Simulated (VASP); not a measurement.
# Mo (Im-3m) in VASP: notebook

Runs on Mo. Level: LDA. Tasks: single point.

Program: VASP 6.6.1. These are calculated values, not measurements. Logs are shortened: lines on timing, memory, paths and dates and some standing lists are left out, and cuts for length are marked.

## Step 1: The undisturbed crystal

It takes space group Im-3m (No. 229, cubic). The conventional cell has a = 3.168 Å, b = 3.168 Å, c = 3.168 Å, α = 90.00°, β = 90.00°, γ = 90.00°. Mo (site symmetry m-3m) is surrounded by 8 Mo at 2.74 Å.

## Step 2: Single point, LDA (grid = ENCUT=340 dk=0.35 cell=2x2x1 ISMEAR=1 SIGMA=0.1 LREAL=Auto EDIFF=1e-06)

The input, INCAR:

```
SYSTEM = Mo
ALGO = Fast ; EDIFF = 1E-6
ENCUT = 340 ; ISIF = 2
ISMEAR = 1 ; LASPH = .True.
LCHARG = .False. ; LREAL = Auto
LWAVE = .False. ; NBANDS = 29
NELM = 120 ; PREC = Accurate
SIGMA = 0.1
```

The input, KPOINTS:

```
k-points
0
Gamma
  9 9 9
  0 0 0
```

The input, POSCAR:

```
Mo
1.0
   -3.1676179438      3.1676179438      3.1676179438
    3.1676179438     -3.1676179438      3.1676179438
    1.5838089719      1.5838089719     -1.5838089719
Mo
3
Direct
    0.0000000000      0.5000000000      0.0000000000
    0.5000000000      0.0000000000      0.0000000000
    0.5000000000      0.5000000000      0.0000000000
```

Potentials or basis: VASP PAW LDA potentials, release 64 (Mo_sv).

Run with:

```console
$ cat potpaw_LDA.64/Mo_sv/POTCAR > POTCAR
$ mpirun -np 1 vasp_std > vasp.out
```

OUTCAR:

```text
SYSTEM = Mo
   EDIFF = 1E-6
   ENCUT = 340
   ISIF = 2
   ISMEAR = 1
   LASPH = .True.
   LREAL = Auto
   NELM = 120
   PREC = Accurate

 Found     85 irreducible k-points:

 Following reciprocal coordinates:
            Coordinates               Weight
  0.000000  0.000000  0.000000      1.000000
  0.111111  0.000000  0.000000      6.000000
  0.222222  0.000000  0.000000      6.000000
  0.333333  0.000000  0.000000      6.000000
  0.444444  0.000000  0.000000      6.000000
  0.111111  0.111111  0.000000      6.000000
   k-points           NKPTS =     85   k-points in BZ     NKDIM =     85   number of bands    NBANDS=     29
   number of dos      NEDOS =    301   number of ions     NIONS =      3
   total plane-waves  NPLWV =  20736
   dimension x,y,z NGX =    36 NGY =   36 NGZ =   16
   dimension x,y,z NGXF=    72 NGYF=   72 NGZF=   32
   ions per type =               3
   NGX,Y,Z   is equivalent  to a cutoff of  10.91, 10.91,  9.70 a.u.
   NGXF,Y,Z  is equivalent  to a cutoff of  21.82, 21.82, 19.39 a.u.
 SYSTEM =  Mo
   PREC   = accura    normal or accurate (medium, high low for compatibility)
   ISTART =      0    job   : 0-new  1-cont  2-samecut
   ICHARG =      2    charge: 1-file 2-atom 10-const
   ISPIN  =      1    spin polarized calculation?
   LNONCOLLINEAR =      F non collinear calculations
   LSORBIT =      F    spin-orbit coupling
   LASPH  =      T    aspherical Exc in radial PAW
   ENCUT  =  340.0 eV  24.99 Ry    5.00 a.u.   8.25  8.25  4.12*2*pi/ulx,y,z
   NELM   =    120;   NELMIN=  2; NELMDL= -5     # of ELM steps
   EDIFF  = 0.1E-05   stopping-criterion for ELM
   LREAL  =      T    real-space projection
   EDIFFG = 0.1E-04   stopping-criterion for IOM
   NSW    =      0    number of steps for IOM
   IBRION =     -1    ionic relax: 0-MD 1-quasi-New 2-CG
   NFREE  =      0    steps in history (QN), initial steepest desc. (CG)
   ISIF   =      2    stress and relaxation
   ISYM   =      2    0-nonsym 1-usesym 2-fastsym
   POTIM  = 0.5000    time-step for ionic-motion
   TEBEG  =    0.0;   TEEND  =   0.0 temperature during run
   PSTRESS=    0.0 pullay stress
   NELECT =      42.0000    total number of electrons
   NUPDOWN=      -1.0000    fix difference up-down
   EMIN   =  10.00;   EMAX   =-10.00  energy-range for DOS
   EFERMI =   0.00;   METHOD = LEGACY
   ISMEAR =     1;   SIGMA  =   0.10  broadening in eV -4-tet -1-fermi 0-gaus
   EFERMI_NEDOS =   21; number of points for ismear=-14 and -15
   IALGO  =     68    algorithm
   IMIX   =      4    mixing-type and parameters
     AMIX     =   0.40;   BMIX     =  1.00
     AMIX_MAG =   1.60;   BMIX_MAG =  1.00
  volume/ion in A,a.u.               =      21.19       142.99
  Fermi-wavevector in a.u.,A,eV,Ry     =   1.425876  2.694515 27.662315  2.033123
  Thomas-Fermi vector in A             =   2.546213
   LORBIT       =      0    0 simple, 1 ext, 2 COOP (PROOUT), +10 PAW based schemes
   GGA     = CA    functional components
   LHFCALC =     F    Hartree Fock is set to
   AEXX    =    0.0000 exact exchange contribution
   IVDW    =     0    specifies the selected vdW correction
   LEPSILON=     F    determine dielectric tensor
   LRPA    =     F    only Hartree local field effects (RPA)
 non-spin polarized calculation
 RMM-DIIS sequential band-by-band and
 Methfessel and Paxton  Order N= 1 SIGMA  =   0.10
  energy-cutoff  :      340.00
  volume of cell :       63.57
 maximum number of plane-waves:       927
 NGX is ok and might be reduce to    36
   NGX = 17   NGY = 17   NGZ =  9

 number of electron      42.0000011 magnetization

 Free energy of the ion-electron system (eV)
  ---------------------------------------------------
  ext. energy  EPLUGINS =         0.00000000
  ---------------------------------------------------
  free energy    TOTEN  =       -32.62313360 eV

  energy without entropy =      -32.62182868  energy(sigma->0) =      -32.62269863

 E-fermi :   7.8160     XC(G=0): -11.6758

 val. band max:        7.8147685915   @ k =   0.2222   0.2222   0.4444
 cond. band min:       7.8165121216   @ k =  -0.2222   0.0000   0.2222
 fundamental gap:      0.0017435301
 Fermi energy:         7.8160382709

 k-point     1 :       0.0000    0.0000    0.0000
  band No.  band energies     occupation
      1     -52.8401      2.00000
      2     -52.6517      2.00000
      3     -52.6517      2.00000
      4     -27.7028      2.00000
      5     -27.3053      2.00000
      6     -27.3053      2.00000
[... 21 lines left out ...]
     28      10.8790      0.00000
     29      10.8805      0.00000

 k-point     2 :       0.1111    0.0000    0.0000
  band No.  band energies     occupation
      1     -52.8351      2.00000
      2     -52.6567      2.00000
      3     -52.6516      2.00000
      4     -27.6755      2.00000
      5     -27.3005      2.00000
      6     -27.2847      2.00000
[... 21 lines left out ...]
     28      10.5330      0.00000
     29      11.0184      0.00000

 k-point     3 :       0.2222    0.0000    0.0000
  band No.  band energies     occupation
      1     -52.8210      2.00000
      2     -52.6712      2.00000
      3     -52.6517      2.00000
      4     -27.6027      2.00000
      5     -27.2820      2.00000
      6     -27.2262      2.00000
[... 21 lines left out ...]
     28      10.4848      0.00000
     29      10.9585      0.00000

 k-point     4 :       0.3333    0.0000    0.0000
  band No.  band energies     occupation
      1     -52.8007      2.00000
      2     -52.6920      2.00000
      3     -52.6517      2.00000
      4     -27.5164      2.00000
      5     -27.2285      2.00000
      6     -27.1377      2.00000
[... 21 lines left out ...]
     28      10.2136      0.00000
     29      10.6567      0.00000

 k-point     5 :       0.4444    0.0000    0.0000
  band No.  band energies     occupation
      1     -52.7814      2.00000
      2     -52.7116      2.00000
      3     -52.6518      2.00000
      4     -27.4660      2.00000
      5     -27.1141      2.00000
      6     -27.0346      2.00000
[... 21 lines left out ...]
     28      10.0517      0.00000
     29      10.6021      0.00000

 k-point     6 :       0.1111    0.1111    0.0000
  band No.  band energies     occupation
      1     -52.8255      2.00000
      2     -52.6666      2.00000
      3     -52.6517      2.00000
      4     -27.6248      2.00000
      5     -27.2926      2.00000
      6     -27.2427      2.00000
[... 21 lines left out ...]
     28      10.4049      0.00000
     29      11.1043      0.00000

 [... further k-points ...]

------------------------ aborting loop because EDIFF is reached ----------------------------------------

  FORCE on cell =-STRESS in cart. coord.  units (eV):
  Direction    XX          YY          ZZ          XY          YZ          ZX
  --------------------------------------------------------------------------------------
  -------------------------------------------------------------------------------------
  Total       -9.6915028     -9.6915028     -9.6915028     -0.8424004      0.8424004      0.8424004
  in kB     -244.2717981   -244.2717981   -244.2717981    -21.2324811     21.2324811     21.2324811
  external PRESSURE =    -244.2717981 kB  Pullay stress =       0.0000000 kB

 VOLUME and BASIS-vectors are now :
 -----------------------------------------------------------------------------
  energy-cutoff  :      340.00
  volume of cell :       63.57
      direct lattice vectors                 reciprocal lattice vectors
    -3.167617944  3.167617944  3.167617944     0.000000000  0.157847319  0.157847319
     3.167617944 -3.167617944  3.167617944     0.157847319  0.000000000  0.157847319
     1.583808972  1.583808972 -1.583808972     0.315694638  0.315694638  0.000000000

 POSITION                                       TOTAL-FORCE (eV/Angst)
 -----------------------------------------------------------------------------------
      1.58381     -1.58381      1.58381         0.000000     -0.000000     -0.000000
     -1.58381      1.58381      1.58381         0.000000      0.000000      0.000000
      0.00000      0.00000      3.16762        -0.000000     -0.000000      0.000000
 -----------------------------------------------------------------------------------
    total drift:                               -0.000000     -0.000000      0.000000

  FREE ENERGIE OF THE ION-ELECTRON SYSTEM (eV)
  ---------------------------------------------------
  free  energy   TOTEN  =       -32.6231336023 eV

  energy  without entropy=      -32.6218286833  energy(sigma->0) =      -32.62269863
```

OSZICAR:

```text
N       E                     dE             d eps       ncg     rms          rms(c)
DAV:   1     0.378810336878E+03    0.37881E+03   -0.21928E+04  5434   0.108E+03
DAV:   2    -0.243094365138E+02   -0.40312E+03   -0.39256E+03  5466   0.407E+02
DAV:   3    -0.346349403531E+02   -0.10326E+02   -0.99624E+01  6038   0.637E+01
DAV:   4    -0.347583813140E+02   -0.12344E+00   -0.12299E+00  5509   0.586E+00
DAV:   5    -0.347597416419E+02   -0.13603E-02   -0.13600E-02  5649   0.596E-01    0.184E+01
RMM:   6    -0.328364182706E+02    0.19233E+01   -0.38210E+00  4930   0.129E+01    0.450E+00
RMM:   7    -0.326282346295E+02    0.20818E+00   -0.14382E+00  5252   0.585E+00    0.192E+00
RMM:   8    -0.326223617234E+02    0.58729E-02   -0.16074E-01  5748   0.241E+00    0.565E-01
RMM:   9    -0.326227488088E+02   -0.38709E-03   -0.45479E-02  6226   0.913E-01    0.150E-01
RMM:  10    -0.326230435487E+02   -0.29474E-03   -0.58388E-03  6135   0.389E-01    0.755E-02
RMM:  11    -0.326231381568E+02   -0.94608E-04   -0.12039E-03  6652   0.148E-01    0.311E-02
RMM:  12    -0.326231490603E+02   -0.10903E-04   -0.25590E-04  5571   0.969E-02    0.542E-02
RMM:  13    -0.326231319917E+02    0.17069E-04   -0.85327E-05  5804   0.640E-02    0.110E-02
RMM:  14    -0.326231345983E+02   -0.26066E-05   -0.46979E-05  6017   0.371E-02    0.123E-02
RMM:  15    -0.326231336023E+02    0.99603E-06   -0.73940E-06  5002   0.167E-02
   1 F= -.32623134E+02 E0= -.32622699E+02  d E =-.130492E-02
```

stdout:

```text
POSCAR found type information on POSCAR Mo
 POSCAR found :  1 types and       3 ions
 scaLAPACK will be used
 -----------------------------------------------------------------------------
|                                                                             |
|                                                                             |
|     You have a (more or less) 'small supercell' and for smaller cells       |
|     it is recommended to use the reciprocal-space projection scheme!        |
|     The real-space optimization is not efficient for small cells and it     |
|     is also less accurate ...                                               |
|     Therefore, set LREAL=.FALSE. in the INCAR file.                         |
|                                                                             |
 -----------------------------------------------------------------------------

 LDA part: xc-table for (Slater(with rela. corr.)+CA(PZ))
 , standard interpolation
 POSCAR, INCAR and KPOINTS ok, starting setup
 FFT: planning ... GRIDC
 FFT: planning ... GRID_SOFT
 FFT: planning ... GRID
 WAVECAR not read
 entering main loop
```

Run time: 74 s. Hardware: 1 thread of Intel Xeon 6975P-C (Granite Rapids), shared host; peak memory 0.16 GiB.

The run converged, but some of its settings lie outside the range that counts as converged, so its numbers aren't taken as properties of the crystal.

Results:

```
Free energy            : -32.6231 eV
Pressure               : -24.4 GPa
Band gap on the k mesh : none (metal or under the smearing width)
```

## Step 3: Single point, LDA (grid = ENCUT=400 dk=0.35 cell=2x2x1 ISMEAR=1 SIGMA=0.1 LREAL=Auto EDIFF=1e-06)

Edit INCAR of step 2 so:

```diff
@@ -2,3 +2,3 @@
 ALGO = Fast ; EDIFF = 1E-6
-ENCUT = 340 ; ISIF = 2
+ENCUT = 400 ; ISIF = 2
 ISMEAR = 1 ; LASPH = .True.
```

KPOINTS is that of step 2.

POSCAR is that of step 2.

Potentials or basis: VASP PAW LDA potentials, release 64 (Mo_sv).

Run with:

```console
$ cat potpaw_LDA.64/Mo_sv/POTCAR > POTCAR
$ mpirun -np 1 vasp_std > vasp.out
```

It took 1.8 min on 1 thread of Intel Xeon 6975P-C (Granite Rapids), shared host; peak memory 0.18 GiB.

The run converged, but some of its settings lie outside the range that counts as converged, so its numbers aren't taken as properties of the crystal.

What came out:

- Free energy: -32.6200 eV
- Pressure: -23.9 GPa
- Band gap on the k mesh: none (metal or under the smearing width)

## Step 4: Single point, LDA (grid = ENCUT=460 dk=0.35 cell=2x2x1 ISMEAR=1 SIGMA=0.1 LREAL=Auto EDIFF=1e-06)

Edit INCAR of step 3 so:

```diff
@@ -2,3 +2,3 @@
 ALGO = Fast ; EDIFF = 1E-6
-ENCUT = 400 ; ISIF = 2
+ENCUT = 460 ; ISIF = 2
 ISMEAR = 1 ; LASPH = .True.
```

KPOINTS is that of step 3.

POSCAR is that of step 3.

Run with:

```console
$ cat potpaw_LDA.64/Mo_sv/POTCAR > POTCAR
$ mpirun -np 1 vasp_std > vasp.out
```

Run time: 2.2 min. Hardware: 1 thread of Intel Xeon 6975P-C (Granite Rapids), shared host; peak memory 0.2 GiB.

These settings aren't checked as converged: the numbers below hold their error.

Results:

- Free energy: -32.6247 eV
- Pressure: -23.6 GPa
- Band gap on the k mesh: none (metal or under the smearing width)

## Step 5: Single point, LDA (grid = ENCUT=520 dk=0.35 cell=2x2x1 ISMEAR=1 SIGMA=0.1 LREAL=Auto EDIFF=1e-06)

Edit INCAR of step 4 so:

```diff
@@ -2,3 +2,3 @@
 ALGO = Fast ; EDIFF = 1E-6
-ENCUT = 460 ; ISIF = 2
+ENCUT = 520 ; ISIF = 2
 ISMEAR = 1 ; LASPH = .True.
```

KPOINTS is that of step 4.

POSCAR is that of step 4.

Run with:

```console
$ cat potpaw_LDA.64/Mo_sv/POTCAR > POTCAR
$ mpirun -np 1 vasp_std > vasp.out
```

Wall time 2.1 min (1 thread of Intel Xeon 6975P-C (Granite Rapids), shared host); peak memory 0.22 GiB.

These settings aren't checked as converged: the numbers below hold their error.

What came out:

```yaml
Free_energy: -32.6239 eV
Pressure: -23.5 GPa
Band_gap_on_the_k_mesh: none (metal or under the smearing width)
```

## Step 6: Single point, LDA (grid = ENCUT=400 dk=0.27 cell=2x2x1 ISMEAR=1 SIGMA=0.1 LREAL=Auto EDIFF=1e-06)

Edit INCAR of step 5 so:

```diff
@@ -2,3 +2,3 @@
 ALGO = Fast ; EDIFF = 1E-6
-ENCUT = 520 ; ISIF = 2
+ENCUT = 400 ; ISIF = 2
 ISMEAR = 1 ; LASPH = .True.
```

The input, KPOINTS:

```
k-points
0
Gamma
  11 11 11
  0 0 0
```

POSCAR is that of step 5.

Potentials or basis: VASP PAW LDA potentials, release 64 (Mo_sv).

Run with:

```console
$ cat potpaw_LDA.64/Mo_sv/POTCAR > POTCAR
$ mpirun -np 1 vasp_std > vasp.out
```

Run time: 2.1 min. Hardware: 1 thread of Intel Xeon 6975P-C (Granite Rapids), shared host; peak memory 0.22 GiB.

The run converged, but some of its settings lie outside the range that counts as converged, so its numbers aren't taken as properties of the crystal.

What came out:

| Item | Value |
| --- | --- |
| Free energy | -32.6295 eV |
| Pressure | -24.0 GPa |
| Band gap on the k mesh | none (metal or under the smearing width) |

## Step 7: The reference run

An earlier run on the cell as given: functional PBE; potentials or basis VASP PAW PBE potentials, release 64 (Mo_sv); cutoff 520 eV; k mesh 12 × 12 × 12; occupations fermi-dirac, width 0.05 eV; no spin polarisation.

- Pressure: -1.4 GPa
- Band gap on the k mesh: none (metal or under the smearing width)
